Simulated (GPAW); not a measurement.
Crystal: W.

```xyz
1
Lattice="-1.5823 1.5823 1.5823 1.5823 -1.5823 1.5823 1.5823 1.5823 -1.5823" Properties=species:S:1:pos:R:3 pbc="T T T"
W     0.0000    0.0000    0.0000
```

* Program: GPAW 26.7.0
* Task: relaxation of cell and atoms
* Functional: LDA
* Potentials or basis: the program's PAW data sets (release 1.2.1) made for this functional
* Cutoff: 600 eV
* Basis: pw
* k mesh: 12 × 12 × 12
* Occupations: fermi-dirac, width 0.05 eV
* Spin: no spin polarisation

At the start: pressure -9.9 GPa; volume 15.85 Å³/atom.

Task: How do energy, volume and symmetry change on relaxing?

Result: Over 3 steps the energy falls by 15.7 meV/atom and the volume is 15.35 Å³/atom (-3.1 %); space group Im-3m (No. 229, to 0.05 Å).

The path:
| step | energy change (eV) | largest force (eV/Å) | pressure (GPa) | volume (Å³) |
| --- | --- | --- | --- | --- |
| 1 | 0.0000 | 0.0000 | -9.86 | 15.85 |
| 2 | -0.0141 | 0.0000 | 3.26 | 15.20 |
| 3 | -0.0157 | 0.0000 | -0.10 | 15.35 |

Final structure:
```yaml
crystal:
  lattice:
    - [-1.56570, 1.56570, 1.56570]
    - [1.56570, -1.56570, 1.56570]
    - [1.56570, 1.56570, -1.56570]
  atoms:
    - { symbol: W, position: [0.00000, 0.00000, 0.00000] }
```

Caveat: later steps reuse the first step's grids.
